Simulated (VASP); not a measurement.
HgTe:

```
Hg Te
1.0
     0.00000    3.21450    3.21450
     3.21450    0.00000    3.21450
     3.21450    3.21450    0.00000
Hg Te
1 1
Direct
  0.00000 0.00000 0.00000
  0.25000 0.25000 0.25000
```

```yaml
Program: VASP 6.6.1
Task: relaxation of cell and atoms
Functional: PBEsol
Potentials_or_basis: VASP PAW PBE potentials, release 64 (Hg, Te)
Cutoff: 600 eV
k_mesh: 10 × 10 × 10
Occupations: gaussian, width 0.03 eV
Spin: no spin polarisation
```

At the start: pressure 1.9 GPa; volume 33.22 Å³/atom.

**Question.** How do energy, volume and symmetry change on relaxing?

**Answer.** Over 3 steps the energy falls by 7.7 meV/atom and the volume is 34.58 Å³/atom (+4.1 %); space group F-43m (No. 216, to 0.05 Å).

Step by step:
```
step  energy change (eV)  largest force (eV/Å)  pressure (GPa)  volume (Å³)
   1              0.0000                0.0000            1.88        66.43
   2             -0.0133                0.0000           -0.63        70.26
   3             -0.0155                0.0000            0.00        69.17
```

Final structure:
```
Hg Te
1.0
     0.00000    3.25801    3.25801
     3.25801    0.00000    3.25801
     3.25801    3.25801    0.00000
Hg Te
1 1
Direct
  0.00000 0.00000 0.00000
  0.25000 0.25000 0.25000
```

Caveat: the PAW data sets were made with another functional, which shifts forces and pressure a little.
